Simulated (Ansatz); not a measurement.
**Ag: frozen-core PAW against all-electron methods**

```xyz
2
Lattice="2.9300 0.0000 0.0000 -1.4650 2.5375 0.0000 0.0000 0.0000 4.7900" Properties=species:S:1:pos:R:3 pbc="T T T"
Ag    0.0000    1.6916    1.1975
Ag    1.4650    0.8458    3.5925
```

Atom numbers follow the list: Ag1, Ag2.

Conventional cell: a = 2.930 Å, b = 2.930 Å, c = 4.790 Å, α = 90.00°, β = 90.00°, γ = 120.00°. Ag (atom 1) has 12 Ag at 2.93 Å as nearest neighbours.

The cell is COD entry 1509145, as deposited and not checked against the literature; nothing was relaxed.

Levels of theory: DFT, PBE, PAW with Ansatz's default frozen-core files, scalar-relativistic (Ansatz 0.2.0); DFT, PBE, all-electron LAPW, scalar-relativistic (Ansatz 0.2.0).

For PAW: a Γ-centred 4×4×2 k mesh, Fermi–Dirac smearing of 0.03 eV, cutoff 420 eV, no spin polarisation; the mesh is coarse along some axis. LAPW targets a basis error of 0.25 meV/atom. The Ansatz runs share mesh, smearing and spin set-up. Plane-wave (PAW) pressures include the program's estimate of the Pulay term.

Stress and pressure are positive in compression.

```csv
quantity,PAW,LAPW
pressure (GPa),0.65,0.63
stress xx (GPa),1.93,1.92
stress zz (GPa),-1.92,-1.93
```
